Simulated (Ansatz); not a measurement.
Here is an Ansatz 0.2.0 calculation.

File input.yaml:

```yaml
crystal:
  lattice:
    - [0.0, 3.018, 3.018]
    - [3.018, 0.0, 3.018]
    - [3.018, 3.018, 0.0]
  atoms:
    - { symbol: In, position: [0.0, 0.0, 0.0] }
    - { symbol: As, position: [0.75, 0.75, 0.75] }
kpoints:
  mp_grid: { grid: [8, 8, 8] }
  band_path:
    path:
      - [0.0, 0.0, 0.0]
      - [0.5, 0.0, 0.5]
      - [0.5, 0.25, 0.75]
      - [0.375, 0.375, 0.75]
      - [0.0, 0.0, 0.0]
      - [0.5, 0.5, 0.5]
      - [0.625, 0.25, 0.625]
      - [0.5, 0.25, 0.75]
    npoints: 6
scf:
  occupations: { method: fermi_dirac, width: 0.05 }
hamiltonian:
  xc: pbe
  pseudopotentials: { kind: all_electron, lapw: { basis_error: 0.001 } }
output:
  forces: true
  stress: true
  eigenvalues: true
```

Potentials or basis: all-electron LAPW, scalar-relativistic.

Command:

```console
$ ansatz run input.yaml --threads 1 --pin off --max-ram 3072MiB --backend cpu --events-out ev --progress --plain --runs-dir out
```

Q: What does it give for the band gap along the path?

A: None (metal or under the smearing width).

Q: Predict the pressure.

A: 4.3 GPa.

Levels at the corners of the path, in eV from the Fermi level:
```
point  band 20  band 21  band 22  band 23  band 24  band 25
    Γ    -0.22    -0.05    -0.05    -0.05     3.87     3.87
    X    -5.90    -2.38    -2.38     1.50     2.02     9.17
    W    -5.76    -3.02    -2.94     4.19     4.25     4.97
    K    -5.76    -3.34    -2.01     2.07     4.24     7.29
    Γ    -0.22    -0.05    -0.05    -0.05     3.87     3.87
    L    -5.83    -1.04    -1.04     0.92     4.64     4.64
    U    -5.76    -3.34    -2.01     2.07     4.24     7.29
    W    -5.76    -3.02    -2.94     4.19     4.25     4.97
```

Caveat: spin-orbit coupling is left out, which moves the levels of the heavy elements; this crystal is a semiconductor, whose small gap the functional closes, so the metal is an error of the method.

**Measured values to compare with.**

From a printed reference work, data compilation, for a bulk crystal of InAs at 4.2 K: band gap 0.418 eV (direct).

Measured gap of InAs: 0.418 eV (direct; 4.2 K; a printed reference work, data compilation). This calculation gives 0.00 eV (-0.42 eV). Spin-orbit coupling on As, In is left out. The value is that of PBE, without temperature or zero-point motion. Semilocal functionals fall short of measured gaps as a rule.
